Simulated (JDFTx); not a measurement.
Crystal: SiO2.

```xyz
6
Lattice="4.2332 0.0000 0.0000 0.0000 4.2332 0.0000 0.0000 0.0000 2.6935" Properties=species:S:1:pos:R:3 pbc="T T T"
Si    0.0000    0.0000    0.0000
Si    2.1166    2.1166    1.3467
O     3.4155    0.8177    1.3467
O     1.2989    1.2989    0.0000
O     0.8177    3.4155    1.3467
O     2.9343    2.9343    0.0000
```

The cell comes from a database or a generator and needn't be the stable form of this composition.

| Item | Value |
| --- | --- |
| Program | JDFTx 1.7.0 (patched build) |
| Task | single point |
| Functional | PBEsol |
| Potentials or basis | PseudoDojo-SR-PBEsol-0.4.1-standard with smoothed tails |
| Cutoff | 1143 eV |
| Density cutoff | 9143 eV |
| k mesh | 6 × 6 × 10 |
| Occupations | fermi-dirac, width 0.05 eV |
| Spin | no spin polarisation |

On this cell: pressure -7.9 GPa; largest force 0.063 eV/Å; band gap on the k mesh 5.02 eV, direct.

The same run follows on a disturbed copy (atoms moved at random, drawn with an rms of 0.05 Å):

```
Si O
1.0
     4.23317    0.00000    0.00000
     0.00000    4.23317    0.00000
     0.00000    0.00000    2.69349
Si O
2 4
Cartesian
  0.0008 0.0094 -0.0164
  2.1306 2.1251 1.3752
  3.4267 0.8291 1.2893
  1.2447 1.3345 0.0012
  0.8246 3.4161 1.3451
  2.9881 2.9215 0.0477
```

What does the disturbed cell give?

The energy moves by +19.6 meV/atom; pressure -8.5 GPa; largest force 1.295 eV/Å; band gap on the k mesh 4.90 eV, direct.

Forces on the atoms (eV/Å):
```
Si   0.379 -0.163 -0.174
Si  -0.364 -0.052 -0.199
O   -0.561 -0.194  1.152
O    1.217  0.110 -0.059
O    0.225  0.435  0.128
O   -0.897 -0.136 -0.847
```

Stress tensor (GPa, compression positive):
```
-10.07  -0.42  -0.81
 -0.42  -7.32   0.09
 -0.81   0.09  -8.08
```

Caveats: the empty levels aren't tightly converged.

A k mesh can miss the band edges.
